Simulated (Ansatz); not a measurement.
# GeS: the cost of one run

Program: Ansatz 0.2.0. Level of theory: DFT PBE+D3(BJ), scalar-relativistic, plane waves, PAW. These are calculated values, not measurements.

### 1 Starting point

The structure is orthorhombic, space group Pnma (No. 62). The conventional cell has a = 10.481 Å, b = 3.646 Å, c = 4.299 Å, α = 90.00°, β = 90.00°, γ = 90.00°. Around Ge (site symmetry m) lie 3 S at 2.44 to 2.45 Å. S (site symmetry m) has 3 Ge at 2.44 to 2.45 Å as nearest neighbours.

Coordinates:

```cif
data_structure
_symmetry_space_group_name_H-M 'Pnma'
_symmetry_Int_Tables_number 62
_cell_length_a 10.4810
_cell_length_b 3.6460
_cell_length_c 4.2990
_cell_angle_alpha 90.000
_cell_angle_beta 90.000
_cell_angle_gamma 90.000
_cell_volume 164.28
loop_
_atom_site_label
_atom_site_type_symbol
_atom_site_symmetry_multiplicity
_atom_site_Wyckoff_symbol
_atom_site_fract_x
_atom_site_fract_y
_atom_site_fract_z
_atom_site_occupancy
Ge1 Ge 4 c 0.12210 0.25000 0.12770 1
S1 S 4 c 0.84950 0.25000 0.50230 1
```

The structure rests on an entry of the Crystallography Open Database; cell or positions may have been set otherwise for this series.

### 2 Relaxing cell and atoms: GeS, no spin

input.yaml reads:

```yaml
crystal:
  lattice:
    - [10.481, 0.0, 0.0]
    - [0.0, 3.646, 0.0]
    - [0.0, 0.0, 4.299]
  atoms:
    - { symbol: Ge, position: [0.1221, 0.25, 0.1277] }
    - { symbol: Ge, position: [0.3779, 0.75, 0.6277] }
    - { symbol: Ge, position: [0.6221, 0.25, 0.3723] }
    - { symbol: Ge, position: [0.8779, 0.75, 0.8723] }
    - { symbol: S, position: [0.8495, 0.25, 0.5023] }
    - { symbol: S, position: [0.6505, 0.75, 0.0023] }
    - { symbol: S, position: [0.3495, 0.25, 0.9977] }
    - { symbol: S, position: [0.1505, 0.75, 0.4977] }
scf:
  occupations: { method: fixed }
output:
  forces: true
  stress: true
  eigenvalues: true
  write_density: true
  write_potential: true
  elf: true
  volumetric_format: npy
kpoints:
  mp_grid: { grid: [4, 10, 8] }
hamiltonian:
  xc: pbe
  dispersion: d3bj
relax:
  f_tol: 0.001
  max_steps: 90
  cell: { stress_tol: 0.01 }
```

Launch:

```bash
> ansatz run input.yaml --threads 8 --pin off --max-ram 12288MiB --backend cpu --events-out ev --progress --plain --runs-dir out
```

What time and memory should one allow on 8 threads of Intel Xeon Gold 6455B (Sapphire Rapids), shared host?

About 38 s, with a peak of 1.1 GiB.
